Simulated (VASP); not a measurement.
# VASP 6.6.1 run: SrO

INCAR

```
IBRION = -1
ENCUT = 300
LASPH = .TRUE.
PREC = Accurate
NSW = 0
ISMEAR = 2
NBANDS = 15
LREAL = .FALSE.
GGA = PE
NELM = 63
LCHARG = .FALSE.
ISIF = 2
SIGMA = 0.05
LWAVE = .FALSE.
EDIFF = 1E-7
```

KPOINTS

```
KPOINTS created by Atomic Simulation Environment
0
Monkhorst-Pack
8 8 8
0 0 0
```

POSCAR

```
Sr O
 1.0000000000000000
     0.0864678396000000    2.5889633957000000    2.5889633957000000
     2.5889633957000000    0.0864678396000000    2.5889633957000000
     2.5889633957000000    2.5889633957000000    0.0864678396000000
 Sr  O
   1   1
Cartesian
  0.0000000000000000  0.0000000000000000  0.0000000000000000
  2.6321973155000005  2.6321973155000005  2.6321973155000005
```

The recommended PBE PAW datasets give the neutral cell 16 valence electrons.

Command

```
mpirun -np 1 vasp_std
```

OSZICAR

```
N       E                     dE             d eps       ncg     rms          rms(c)
DAV:   1     0.399008099841E+02    0.39901E+02   -0.60226E+03  1886   0.677E+02
DAV:   2    -0.123833239760E+02   -0.52284E+02   -0.48772E+02  2559   0.169E+02
DAV:   3    -0.139620898094E+02   -0.15788E+01   -0.15751E+01  2143   0.263E+01
DAV:   4    -0.139830146266E+02   -0.20925E-01   -0.20924E-01  2302   0.324E+00
DAV:   5    -0.139836035149E+02   -0.58889E-03   -0.61195E-03  2229   0.436E-01    0.178E+01
DAV:   6    -0.122447723682E+02    0.17388E+01   -0.43041E+00  1835   0.159E+01    0.196E+01
DAV:   7    -0.121554402267E+02    0.89332E-01   -0.17871E-01  2332   0.356E+00    0.118E+01
DAV:   8    -0.121331774294E+02    0.22263E-01   -0.99845E-02  2395   0.304E+00    0.316E-01
DAV:   9    -0.121343072457E+02   -0.11298E-02   -0.56899E-03  2186   0.449E-01    0.192E-01
DAV:  10    -0.121347975573E+02   -0.49031E-03   -0.33839E-04  2045   0.162E-01    0.781E-02
DAV:  11    -0.121349669911E+02   -0.16943E-03   -0.14874E-04  1954   0.876E-02    0.272E-02
DAV:  12    -0.121349815401E+02   -0.14549E-04   -0.20098E-05  2090   0.317E-02    0.103E-02
DAV:  13    -0.121349813102E+02    0.22994E-06   -0.78798E-07  2045   0.825E-03    0.355E-03
DAV:  14    -0.121349810367E+02    0.27349E-06   -0.16274E-07  2334   0.282E-03    0.121E-03
DAV:  15    -0.121349810443E+02   -0.76316E-08   -0.15644E-08  1005   0.107E-03
   1 F= -.12134981E+02 E0= -.12134981E+02  d E =-.325208E-15
```

From OUTCAR

```
k-points           NKPTS =     60   k-points in BZ     NKDIM =     60   number of bands    NBANDS=     15

   NELECT =      16.0000    total number of electrons

   dimension x,y,z NGX =    24 NGY =   24 NGZ =   24
   dimension x,y,z NGXF=    48 NGYF=   48 NGZF=   48

  energy-cutoff  :      300.00
  volume of cell :       32.97
      direct lattice vectors                 reciprocal lattice vectors
     0.086467840  2.588963396  2.588963396    -0.203082285  0.196518825  0.196518825
     2.588963396  0.086467840  2.588963396     0.196518825 -0.203082285  0.196518825
     2.588963396  2.588963396  0.086467840     0.196518825  0.196518825 -0.203082285

 k-points in reciprocal lattice and weights: KPOINTS created by Atomic Simulation Env
   0.06250000  0.06250000  0.06250000       0.004
   0.18750000  0.06250000  0.06250000       0.012
   0.31250000  0.06250000  0.06250000       0.012
   0.43750000  0.06250000  0.06250000       0.012
  -0.43750000  0.06250000  0.06250000       0.012
  -0.31250000  0.06250000  0.06250000       0.012
  -0.18750000  0.06250000  0.06250000       0.012
  -0.06250000  0.06250000  0.06250000       0.012
   ...

 E-fermi :   2.0887

 k-point     1 :       0.0625    0.0625    0.0625
  band No.  band energies     occupation
      1     -30.4880      2.00000
      2     -13.5713      2.00000
      3     -12.0801      2.00000
      4     -12.0801      2.00000
      5     -12.0204      2.00000
      6       1.5927      2.00000
      7       1.7994      2.00000
      8       1.7994      2.00000
      9       6.1422      0.00000
     10       7.7245      0.00000
     11       8.3569      0.00000
     12       8.3569      0.00000
     13      10.4740      0.00000
     14      10.4740      0.00000
     15      14.9307      0.00000

 k-point     2 :       0.1875    0.0625    0.0625
  band No.  band energies     occupation
      1     -30.4583      2.00000
      2     -13.9357      2.00000
      3     -12.1679      2.00000
      4     -12.0866      2.00000
      5     -11.6790      2.00000
      6       1.0755      2.00000
      7       1.4682      2.00000
      8       1.5915      2.00000
      9       6.9607      0.00000
     10       7.7837      0.00000
     11       8.6632      0.00000
     12       8.6921      0.00000
     13      10.8751      0.00000
     14      11.1676      0.00000
     15      16.2288      0.00000

 k-point     3 :       0.3125    0.0625    0.0625
  band No.  band energies     occupation
      1     -30.3978      2.00000
      2     -14.4486      2.00000
      3     -12.2253      2.00000
      4     -12.1289      2.00000
      5     -11.3116      2.00000
      6       0.3136      2.00000
      7       1.0293      2.00000
      8       1.0883      2.00000
      9       7.9446      0.00000
     10       8.4203      0.00000
     11       9.5735      0.00000
     12       9.5742      0.00000
     13      11.9573      0.00000
     14      12.3030      0.00000
     15      18.1692      0.00000

 ...

  Total       -3.3301950     -3.3301950     -3.3301950     -0.3991197     -0.3991197     -0.3991197
  in kB     -161.8397426   -161.8397426   -161.8397426    -19.3962887    -19.3962887    -19.3962887
  external PRESSURE =    -161.8397426 kB  Pullay stress =       0.0000000 kB

 POSITION                                       TOTAL-FORCE (eV/Angst)
 -----------------------------------------------------------------------------------
      0.00000      0.00000      0.00000         0.000000     -0.000000      0.000000
      2.63220      2.63220      2.63220        -0.000000      0.000000     -0.000000
 -----------------------------------------------------------------------------------
    total drift:                                0.000000     -0.000000      0.000000

  FREE ENERGIE OF THE ION-ELECTRON SYSTEM (eV)
  ---------------------------------------------------
  free  energy   TOTEN  =       -12.1349810443 eV

  energy  without entropy=      -12.1349810443  energy(sigma->0) =      -12.13498104
```

It converged. Results: gap between bands v and c on the k mesh 3.39 eV; least direct gap on the k mesh 3.48 eV; pressure -16.2 GPa. Band v is the last that the valence electrons fill when counted band by band, and c is the next.

These settings aren't sound, so the numbers aren't properties of the crystal. The shifted mesh misses Γ, so a band edge there is missed.

On sound settings PBE gives a gap of 3.19 eV on its mesh and a pressure of 6.5 GPa for the intended cell.

The run took about 12 s on one core of a shared host (Intel Xeon Platinum 8488C) and held 0.14 GiB at most.
